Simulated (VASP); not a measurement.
# Cs (C2/m) in VASP: single point with PBE

Aim: the single point of Cs with PBE.

Program: VASP 6.6.1. These are calculated values, not measurements. Logs are shortened: lines on timing, memory, paths and dates and some standing lists are left out, and cuts for length are marked.

## Step 1: Starting point

It takes space group C2/m (No. 12, monoclinic). Conventional cell: a = 6.038 Å, b = 8.676 Å, c = 5.110 Å, α = 90.00°, β = 120.26°, γ = 90.00°.

This isn't the form of Cs at room conditions, which is bcc.

## Step 2: Single point, PBE

INCAR

```
SYSTEM = Cs
ALGO = Normal
EDIFF = 1E-6
ENCUT = 520
GGA = PE
ISIF = 2
ISMEAR = 0
LASPH = .True.
LCHARG = .False.
LREAL = .False.
LWAVE = .False.
NBANDS = 10
NELM = 100
PREC = Accurate
SIGMA = 0.1
```

KPOINTS

```
k-points
0
Gamma
  4 4 4
  0 0 0
```

POSCAR

```
Cs
1.0
    3.0190110000     -4.3381320000      0.0000000000
    3.0190110000      4.3381320000      0.0000000000
   -2.5749360000      0.0000000000      4.4138870000
Cs
1
Direct
    0.0000000000      0.0000000000      0.5000000000
```

Potentials or basis: VASP PAW PBE potentials, release 64 (Cs_sv).

Command:

```sh
cat potpaw_PBE.64/Cs_sv/POTCAR > POTCAR
mpirun -np 1 vasp_std > vasp.out
```

OUTCAR:

```text
SYSTEM = Cs
   EDIFF = 1E-6
   ENCUT = 520
   GGA = PE
   ISIF = 2
   ISMEAR = 0
   LASPH = .True.
   LREAL = .False.
   NELM = 100
   PREC = Accurate

 ion  position               nearest neighbor table
   1  0.000  0.000  0.500-

  LATTYP: Found a base centered monoclinic cell.
 ALAT       =     6.0380220000
 B/A-ratio  =     1.4369381231
 C/A-ratio  =     0.8463132639
 COS(beta)  =    -0.5038956400

  Lattice vectors:

 A1 = (   3.0190110000,  -4.3381320000,   0.0000000000)
 A2 = (   3.0190110000,   4.3381320000,   0.0000000000)
 A3 = (  -2.5749360000,   0.0000000000,   4.4138870000)

Analysis of symmetry for initial positions (statically):
=====================================================================
 Subroutine PRICEL returns:
 Original cell was already a primitive cell.

 Routine SETGRP: Setting up the symmetry group for a
 base centered monoclinic supercell.

 Subroutine GETGRP returns: Found  4 space group operations
 (whereof  4 operations were pure point group operations)
 out of a pool of  4 trial point group operations.

The static configuration has the point symmetry C_2h.

Analysis of symmetry for dynamics (positions and initial velocities):
=====================================================================
 Subroutine PRICEL returns:
 Original cell was already a primitive cell.

 Routine SETGRP: Setting up the symmetry group for a
 base centered monoclinic supercell.

 Subroutine GETGRP returns: Found  4 space group operations
 (whereof  4 operations were pure point group operations)
 out of a pool of  4 trial point group operations.

The dynamic configuration has the point symmetry C_2h.

 Subroutine INISYM returns: Found  4 space group operations
 (whereof  4 operations are pure point group operations),
 and found     1 'primitive' translations

----------------------------------------------------------------------------------------

                                     Primitive cell

  volume of cell :     115.6162

  direct lattice vectors                    reciprocal lattice vectors
     3.019011000 -4.338132000  0.000000000     0.165617151 -0.115256982  0.096616330
     3.019011000  4.338132000  0.000000000     0.165617151  0.115256982  0.096616330
    -2.574936000  0.000000000  4.413887000     0.000000000  0.000000000  0.226557680

  length of vectors
     5.285245185  5.285245185  5.110058107     0.223713942  0.223713942  0.226557680

  position of ions in fractional coordinates (direct lattice)
     1.000000000  1.000000000  0.500000000

  ion indices of the primitive-cell ions
   primitive index   ion index
                 1           1

----------------------------------------------------------------------------------------

 KPOINTS: k-points

Automatic generation of k-mesh.
 Grid dimensions read from file:
 generate k-points for:    4    4    4

 Generating k-lattice:

  Cartesian coordinates                     Fractional coordinates (reciprocal lattice)
     0.041404288 -0.028814245  0.024154083     0.250000000  0.000000000 -0.000000000
     0.041404288  0.028814245  0.024154083     0.000000000  0.250000000 -0.000000000
     0.000000000  0.000000000  0.056639420     0.000000000  0.000000000  0.250000000

  Length of vectors
     0.055928485  0.055928485  0.056639420

  Shift w.r.t. Gamma in fractional coordinates (k-lattice)
     0.000000000  0.000000000  0.000000000

 Subroutine IBZKPT returns following result:
 ===========================================

 Found     24 irreducible k-points:

 Following reciprocal coordinates:
            Coordinates               Weight
  0.000000  0.000000  0.000000      1.000000
  0.250000  0.000000 -0.000000      4.000000
  0.500000  0.000000 -0.000000      2.000000
  0.250000  0.250000 -0.000000      2.000000
  0.500000  0.250000 -0.000000      4.000000
 -0.250000  0.250000  0.000000      2.000000
[... 16 lines left out ...]
 -0.250000  0.250000  0.500000      2.000000
  0.500000  0.500000  0.500000      1.000000
   k-points           NKPTS =     24   k-points in BZ     NKDIM =     24   number of bands    NBANDS=     10
   number of dos      NEDOS =    301   number of ions     NIONS =      1
   total plane-waves  NPLWV =  64000
   dimension x,y,z NGX =    40 NGY =   40 NGZ =   40
   dimension x,y,z NGXF=    80 NGYF=   80 NGZF=   80
   ions per type =               1
   NGX,Y,Z   is equivalent  to a cutoff of  12.58, 12.58, 13.01 a.u.
   NGXF,Y,Z  is equivalent  to a cutoff of  25.16, 25.16, 26.03 a.u.
 SYSTEM =  Cs
   PREC   = accura    normal or accurate (medium, high low for compatibility)
   ISTART =      0    job   : 0-new  1-cont  2-samecut
   ICHARG =      2    charge: 1-file 2-atom 10-const
   ISPIN  =      1    spin polarized calculation?
   LNONCOLLINEAR =      F non collinear calculations
   LSORBIT =      F    spin-orbit coupling
   LASPH  =      T    aspherical Exc in radial PAW
   ENCUT  =  520.0 eV  38.22 Ry    6.18 a.u.   9.83  9.83  9.50*2*pi/ulx,y,z
   NELM   =    100;   NELMIN=  2; NELMDL= -5     # of ELM steps
   EDIFF  = 0.1E-05   stopping-criterion for ELM
   LREAL  =      F    real-space projection
   EDIFFG = 0.1E-04   stopping-criterion for IOM
   NSW    =      0    number of steps for IOM
   IBRION =     -1    ionic relax: 0-MD 1-quasi-New 2-CG
   NFREE  =      0    steps in history (QN), initial steepest desc. (CG)
   ISIF   =      2    stress and relaxation
   ISYM   =      2    0-nonsym 1-usesym 2-fastsym
   POTIM  = 0.5000    time-step for ionic-motion
   TEBEG  =    0.0;   TEEND  =   0.0 temperature during run
   PSTRESS=    0.0 pullay stress
   NELECT =       9.0000    total number of electrons
   NUPDOWN=      -1.0000    fix difference up-down
   EMIN   =  10.00;   EMAX   =-10.00  energy-range for DOS
   EFERMI =   0.00;   METHOD = LEGACY
   ISMEAR =     0;   SIGMA  =   0.10  broadening in eV -4-tet -1-fermi 0-gaus
   EFERMI_NEDOS =   21; number of points for ismear=-14 and -15
   IALGO  =     38    algorithm
   IMIX   =      4    mixing-type and parameters
     AMIX     =   0.40;   BMIX     =  1.00
     AMIX_MAG =   1.60;   BMIX_MAG =  1.00
  volume/ion in A,a.u.               =     115.62       780.22
  Fermi-wavevector in a.u.,A,eV,Ry     =   0.699009  1.320936  6.647992  0.488614
  Thomas-Fermi vector in A             =   1.782770
   LORBIT       =      0    0 simple, 1 ext, 2 COOP (PROOUT), +10 PAW based schemes
   GGA     = PE    functional components
   LHFCALC =     F    Hartree Fock is set to
   AEXX    =    0.0000 exact exchange contribution
   IVDW    =     0    specifies the selected vdW correction
   LEPSILON=     F    determine dielectric tensor
   LRPA    =     F    only Hartree local field effects (RPA)
 non-spin polarized calculation
 Gauss-broadening in eV      SIGMA  =   0.10
  energy-cutoff  :      520.00
  volume of cell :      115.62
 maximum number of plane-waves:      3133
   NGX = 19   NGY = 19   NGZ = 19

 number of electron       9.0000000 magnetization

 Free energy of the ion-electron system (eV)
  ---------------------------------------------------
  ext. energy  EPLUGINS =         0.00000000
  ---------------------------------------------------
  free energy    TOTEN  =        -0.81437652 eV

  energy without entropy =       -0.79857920  energy(sigma->0) =       -0.80647786

 E-fermi :   0.4562     XC(G=0):  -5.3908

 val. band max:        0.4460289965   @ k =   0.0000   0.0000   0.5000
 cond. band min:       0.4847903594   @ k =   0.5000   0.5000  -0.0000
 fundamental gap:      0.0387613630
 Fermi energy:         0.4561918973

 k-point     1 :       0.0000    0.0000    0.0000
  band No.  band energies     occupation
      1     -23.4201      2.00000
      2     -10.1749      2.00000
      3     -10.1628      2.00000
      4     -10.1500      2.00000
      5      -1.2289      2.00000
      6       2.6907      0.00000
      7       2.8449      0.00000
      8       3.1432      0.00000
      9       3.7680      0.00000
     10       3.9755      0.00000

 k-point     2 :       0.2500    0.0000   -0.0000
  band No.  band energies     occupation
      1     -23.4175      2.00000
      2     -10.2322      2.00000
      3     -10.1812      2.00000
      4     -10.1531      2.00000
      5      -0.6233      2.00000
      6       2.0644      0.00000
      7       2.3307      0.00000
      8       3.6398      0.00000
      9       3.9044      0.00000
     10       3.9197      0.00000

 k-point     3 :       0.5000    0.0000   -0.0000
  band No.  band energies     occupation
      1     -23.4149      2.00000
      2     -10.2924      2.00000
      3     -10.1959      2.00000
      4     -10.1550      2.00000
      5       0.4077      1.50746
      6       1.1916      0.00000
      7       2.0352      0.00000
      8       3.8270      0.00000
      9       4.4351      0.00000
     10       4.8677      0.00000

 k-point     4 :       0.2500    0.2500   -0.0000
  band No.  band energies     occupation
      1     -23.4149      2.00000
      2     -10.2561      2.00000
      3     -10.2259      2.00000
      4     -10.1623      2.00000
      5       0.3513      1.86200
      6       1.5476      0.00000
      7       1.8092      0.00000
      8       3.8129      0.00000
      9       4.0161      0.00000
     10       4.5211      0.00000
[... 222 lines left out ...]
 k-point    22 :       0.5000    0.2500    0.5000
  band No.  band energies     occupation
      1     -23.4093      2.00000
      2     -10.2971      2.00000
      3     -10.2425      2.00000
      4     -10.2066      2.00000
      5       1.0526      0.00000
      6       1.2957      0.00000
      7       2.4319      0.00000
      8       2.5722      0.00000
      9       3.8295      0.00000
     10       5.0782      0.00000

 k-point    23 :      -0.2500    0.2500    0.5000
  band No.  band energies     occupation
      1     -23.4103      2.00000
      2     -10.2934      2.00000
      3     -10.2202      2.00000
      4     -10.2138      2.00000
      5       1.0373      0.00000
      6       1.1394      0.00000
      7       2.4527      0.00000
      8       2.7374      0.00000
      9       3.8154      0.00000
     10       4.5290      0.00000

 k-point    24 :       0.5000    0.5000    0.5000
  band No.  band energies     occupation
      1     -23.4075      2.00000
      2     -10.2844      2.00000
      3     -10.2663      2.00000
      4     -10.2358      2.00000
      5       1.0680      0.00000
      6       1.1335      0.00000
      7       3.3469      0.00000
      8       3.3897      0.00000
      9       3.6426      0.00000
     10       4.3045      0.00000

------------------------ aborting loop because EDIFF is reached ----------------------------------------

  FORCE on cell =-STRESS in cart. coord.  units (eV):
  Direction    XX          YY          ZZ          XY          YZ          ZX
  --------------------------------------------------------------------------------------
  -------------------------------------------------------------------------------------
  Total        0.0332692      0.0192021      0.0436609      0.0000000      0.0000000      0.0732882
  in kB        0.4610359      0.2660970      0.6050401      0.0000000      0.0000000      1.0156071
  external PRESSURE =       0.4440577 kB  Pullay stress =       0.0000000 kB

 VOLUME and BASIS-vectors are now :
 -----------------------------------------------------------------------------
  energy-cutoff  :      520.00
  volume of cell :      115.62
      direct lattice vectors                 reciprocal lattice vectors
     3.019011000 -4.338132000  0.000000000     0.165617151 -0.115256982  0.096616330
     3.019011000  4.338132000  0.000000000     0.165617151  0.115256982  0.096616330
    -2.574936000  0.000000000  4.413887000     0.000000000  0.000000000  0.226557680

 POSITION                                       TOTAL-FORCE (eV/Angst)
 -----------------------------------------------------------------------------------
     -1.28747      0.00000      2.20694         0.000000      0.000000      0.000000
 -----------------------------------------------------------------------------------
    total drift:                               -0.000000     -0.000000      0.000000

  FREE ENERGIE OF THE ION-ELECTRON SYSTEM (eV)
  ---------------------------------------------------
  free  energy   TOTEN  =        -0.8143765234 eV

  energy  without entropy=       -0.7985791969  energy(sigma->0) =       -0.80647786
```

Run time: 12 s. Hardware: 1 thread of Intel Xeon 6975P-C (Granite Rapids), shared host; peak memory 0.24 GiB.

Results:

| Item | Value |
| --- | --- |
| Free energy | -0.8144 eV |
| Pressure | 0.0 GPa |
| Band gap on the k mesh | none (metal or under the smearing width) |

Stress tensor (GPa, compression positive):
```
0.05 0.00 0.10
0.00 0.03 0.00
0.10 0.00 0.06
```

The run has no spin-orbit coupling, so splittings on Cs are missing.
